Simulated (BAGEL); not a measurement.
# C5H8O2 (SMILES C=C(C)C(=O)OC): HF/3-21G (density fitting with cc-pvqz-jkfit)

Aim: the energy change on altering one bond length of C5H8O2 at HF/3-21G (density fitting with cc-pvqz-jkfit), from 2 runs. 

The results are computed with BAGEL 1.2.2.

### Step 1. The molecule

The species is C5H8O2 (15 atoms), meant as a singlet with charge 0. As SMILES, `C=C(C)C(=O)OC`. The coordinates come from a PBE0-D4/def2-TZVP relaxation. This is one conformer, not always the lowest.

Bond lengths: C1–C2 1.330 Å, C2–C3 1.494 Å, C2–C4 1.491 Å, C4–O5 1.204 Å, C4–O6 1.341 Å, O6–C7 1.422 Å, C1–H8 1.084 Å, C1–H9 1.083 Å, C3–H10 1.093 Å, C3–H11 1.093 Å, C3–H12 1.090 Å, C7–H13 1.091 Å, C7–H14 1.088 Å, C7–H15 1.091 Å. Some angles: C1–C2–C3 124.0°, C1–C2–C4 116.9°, C3–C2–C4 119.0°, C2–C4–O5 125.6°, C2–C4–O6 111.4°, O5–C4–O6 123.0°, C4–O6–C7 115.1°, C2–C1–H8 121.3°, C2–C1–H9 120.3°, C2–C3–H10 111.1°.

### Step 2. The energy at HF/3-21G (density fitting with cc-pvqz-jkfit)

File input.json:

```json
{ "bagel" : [

{
  "title" : "molecule",
  "basis" : "3-21g",
  "df_basis" : "cc-pvqz-jkfit",
  "angstrom" : true,
  "geometry" : [
    { "atom" : "C", "xyz" : [   -2.115470,    0.766080,    0.491160 ] },
    { "atom" : "C", "xyz" : [   -0.980280,    0.074110,    0.472930 ] },
    { "atom" : "C", "xyz" : [   -0.703860,   -1.102000,    1.351370 ] },
    { "atom" : "C", "xyz" : [    0.066050,    0.518890,   -0.491900 ] },
    { "atom" : "O", "xyz" : [   -0.031390,    1.446280,   -1.252800 ] },
    { "atom" : "O", "xyz" : [    1.161360,   -0.251450,   -0.416360 ] },
    { "atom" : "C", "xyz" : [    2.212190,    0.104920,   -1.305790 ] },
    { "atom" : "H", "xyz" : [   -2.923090,    0.503830,    1.164690 ] },
    { "atom" : "H", "xyz" : [   -2.251020,    1.610120,   -0.173900 ] },
    { "atom" : "H", "xyz" : [   -0.492270,   -1.995320,    0.759000 ] },
    { "atom" : "H", "xyz" : [    0.174660,   -0.928530,    1.977370 ] },
    { "atom" : "H", "xyz" : [   -1.558440,   -1.305430,    1.997330 ] },
    { "atom" : "H", "xyz" : [    1.876680,    0.039980,   -2.341850 ] },
    { "atom" : "H", "xyz" : [    3.014700,   -0.605400,   -1.119350 ] },
    { "atom" : "H", "xyz" : [    2.550210,    1.123900,   -1.111900 ] }
  ]
},
{
  "title" : "hf"
},
{
  "title" : "print",
  "file" : "orbitals.molden",
  "orbitals" : true
}

]}
```

Started as:

```sh
$ BAGEL_NUM_THREADS=1 BAGEL input.json > input.out
```

The log of the run:

```text
* using 1 threads per process

  ===============================================================
  ===============================================================

  *** Geometry ***

  { "atom" : "C", "xyz" : [     -3.997659,      1.447681,      0.928158 ] },
  { "atom" : "C", "xyz" : [     -1.852461,      0.140048,      0.893708 ] },
  { "atom" : "C", "xyz" : [     -1.330103,     -2.082478,      2.553719 ] },
  { "atom" : "C", "xyz" : [      0.124816,      0.980560,     -0.929556 ] },
  { "atom" : "O", "xyz" : [     -0.059319,      2.733073,     -2.367449 ] },
  { "atom" : "O", "xyz" : [      2.194652,     -0.475172,     -0.786806 ] },
  { "atom" : "C", "xyz" : [      4.180433,      0.198270,     -2.467585 ] },
  { "atom" : "H", "xyz" : [     -5.523840,      0.952101,      2.200945 ] },
  { "atom" : "H", "xyz" : [     -4.253811,      3.042686,     -0.328623 ] },
  { "atom" : "H", "xyz" : [     -0.930255,     -3.770608,      1.434302 ] },
  { "atom" : "H", "xyz" : [      0.330060,     -1.754667,      3.736688 ] },
  { "atom" : "H", "xyz" : [     -2.945025,     -2.466905,      3.774407 ] },
  { "atom" : "H", "xyz" : [      3.546411,      0.075551,     -4.425455 ] },
  { "atom" : "H", "xyz" : [      5.696957,     -1.144040,     -2.115265 ] },
  { "atom" : "H", "xyz" : [      4.819198,      2.123863,     -2.101186 ] },

  Number of auxiliary basis functions:     1150

  Since a DF basis is specified, we compute 2- and 3-index integrals:
    o Being stored without compression. Storage requirement is 0.057 GB

  Number of basis functions:       79
  Number of electrons      :       54

    * METHOD: MOLECULE                             1.79

  *** RHF ***

  === Nuclear Repulsion ===
   303.1882859910

      * DIIS with orbital gradients will be used.

  === RHF iteration (3-21g) ===
      0       -341.60562865          0.01945408           0.25
      1       -341.73762566          0.01265264           0.23
      2       -341.79978985          0.00207639           0.23
      3       -341.80247625          0.00096771           0.23
      4       -341.80297760          0.00019535           0.25
      5       -341.80304572          0.00009818           0.23
      6       -341.80305906          0.00004385           0.23
      7       -341.80306277          0.00001200           0.23
      8       -341.80306289          0.00000558           0.23
      9       -341.80306291          0.00000246           0.24
     10       -341.80306291          0.00000106           0.23
     11       -341.80306291          0.00000032           0.23
     12       -341.80306291          0.00000016           0.27
     13       -341.80306291          0.00000007           0.23
     14       -341.80306291          0.00000003           0.23
     15       -341.80306291          0.00000001           0.23
     16       -341.80306291          0.00000001           0.23
    * SCF iteration converged.

    * Permanent dipole moment:
           (   -0.160202,     0.491928,    -0.344591) a.u.

    * METHOD: HF                                   4.60

    * METHOD: PRINT                                0.03

  ===============================================================
```

It took 6.9 s on 1 thread of AMD EPYC 7R43 (Zen 3), shared host; peak memory 0.25 GiB.

### Step 3. The distorted shape, same level

File input.json:

```json
{ "bagel" : [

{
  "title" : "molecule",
  "basis" : "3-21g",
  "df_basis" : "cc-pvqz-jkfit",
  "angstrom" : true,
  "geometry" : [
    { "atom" : "C", "xyz" : [      -2.156930,       0.942483,       0.359404 ] },
    { "atom" : "C", "xyz" : [      -1.021740,       0.250513,       0.341174 ] },
    { "atom" : "C", "xyz" : [      -0.703860,      -1.102000,       1.351370 ] },
    { "atom" : "C", "xyz" : [       0.024590,       0.695293,      -0.623656 ] },
    { "atom" : "O", "xyz" : [      -0.072850,       1.622683,      -1.384556 ] },
    { "atom" : "O", "xyz" : [       1.119900,      -0.075047,      -0.548116 ] },
    { "atom" : "C", "xyz" : [       2.170730,       0.281323,      -1.437546 ] },
    { "atom" : "H", "xyz" : [      -2.964550,       0.680233,       1.032934 ] },
    { "atom" : "H", "xyz" : [      -2.292480,       1.786523,      -0.305656 ] },
    { "atom" : "H", "xyz" : [      -0.492270,      -1.995320,       0.759000 ] },
    { "atom" : "H", "xyz" : [       0.174660,      -0.928530,       1.977370 ] },
    { "atom" : "H", "xyz" : [      -1.558440,      -1.305430,       1.997330 ] },
    { "atom" : "H", "xyz" : [       1.835220,       0.216383,      -2.473606 ] },
    { "atom" : "H", "xyz" : [       2.973240,      -0.428997,      -1.251106 ] },
    { "atom" : "H", "xyz" : [       2.508750,       1.300303,      -1.243656 ] }
  ]
},

{ "title" : "hf" },

{ "title" : "print", "file" : "orbitals.molden", "orbitals" : true }

]}
```

Started as:

```sh
$ BAGEL_NUM_THREADS=1 BAGEL input.json > input.out
```

The log of the run:

```text
* using 1 threads per process

  ===============================================================
  ===============================================================

  *** Geometry ***

  { "atom" : "C", "xyz" : [     -4.076007,      1.781035,      0.679175 ] },
  { "atom" : "C", "xyz" : [     -1.930809,      0.473401,      0.644725 ] },
  { "atom" : "C", "xyz" : [     -1.330103,     -2.082478,      2.553719 ] },
  { "atom" : "C", "xyz" : [      0.046468,      1.313913,     -1.178539 ] },
  { "atom" : "O", "xyz" : [     -0.137667,      3.066426,     -2.616432 ] },
  { "atom" : "O", "xyz" : [      2.116304,     -0.141818,     -1.035789 ] },
  { "atom" : "C", "xyz" : [      4.102085,      0.531623,     -2.716568 ] },
  { "atom" : "H", "xyz" : [     -5.602188,      1.285454,      1.951962 ] },
  { "atom" : "H", "xyz" : [     -4.332159,      3.376039,     -0.577606 ] },
  { "atom" : "H", "xyz" : [     -0.930255,     -3.770608,      1.434302 ] },
  { "atom" : "H", "xyz" : [      0.330060,     -1.754667,      3.736688 ] },
  { "atom" : "H", "xyz" : [     -2.945025,     -2.466905,      3.774407 ] },
  { "atom" : "H", "xyz" : [      3.468063,      0.408905,     -4.674438 ] },
  { "atom" : "H", "xyz" : [      5.618609,     -0.810687,     -2.364248 ] },
  { "atom" : "H", "xyz" : [      4.740850,      2.457217,     -2.350169 ] },

  Number of auxiliary basis functions:     1150

  Since a DF basis is specified, we compute 2- and 3-index integrals:
    o Being stored without compression. Storage requirement is 0.057 GB

  Number of basis functions:       79
  Number of electrons      :       54

    * METHOD: MOLECULE                             2.08

  *** RHF ***

  === Nuclear Repulsion ===
   298.1288248492

      * DIIS with orbital gradients will be used.

  === RHF iteration (3-21g) ===
      0       -341.58804655          0.01938812           0.31
      1       -341.71660281          0.01287796           0.29
      2       -341.78120388          0.00205954           0.30
      3       -341.78390533          0.00097601           0.30
      4       -341.78441355          0.00019703           0.30
      5       -341.78448406          0.00009660           0.30
      6       -341.78449719          0.00004263           0.31
      7       -341.78450067          0.00001269           0.30
      8       -341.78450079          0.00000583           0.32
      9       -341.78450081          0.00000261           0.31
     10       -341.78450082          0.00000115           0.32
     11       -341.78450082          0.00000034           0.31
     12       -341.78450082          0.00000017           0.28
     13       -341.78450082          0.00000008           0.33
     14       -341.78450082          0.00000003           0.31
     15       -341.78450082          0.00000001           0.30
     16       -341.78450082          0.00000001           0.31
    * SCF iteration converged.

    * Permanent dipole moment:
           (   -0.138977,     0.526075,    -0.386144) a.u.

    * METHOD: HF                                   5.80

    * METHOD: PRINT                                0.03

  ===============================================================
```

Wall time 8.7 s (1 thread of AMD EPYC 7R43 (Zen 3), shared host); peak memory 0.25 GiB.

### Step 4. Outcome

Level: HF/3-21G (density fitting with cc-pvqz-jkfit).

| quantity | value |
| --- | --- |
| first shape: total energy | -341.80306 Eh |
| first shape: dipole moment | 1.58 D |
| first shape: HOMO energy | -10.14 eV |
| first shape: LUMO energy | 3.20 eV |
| first shape: HOMO–LUMO gap | 13.35 eV |
| distorted shape: total energy | -341.78450 Eh |
| distorted shape: dipole moment | 1.70 D |
| distorted shape: HOMO energy | -10.36 eV |
| distorted shape: LUMO energy | 3.19 eV |
| distorted shape: HOMO–LUMO gap | 13.55 eV |
| energy change with the C2–C3 bond stretched from 1.494 to 1.718 Å | 0.505 eV |

In words: With the C2–C3 bond stretched from 1.494 to 1.718 Å the energy rises by 0.51 eV (48.7 kJ/mol). The first shape isn't relaxed at this level, so the change isn't measured from a minimum.
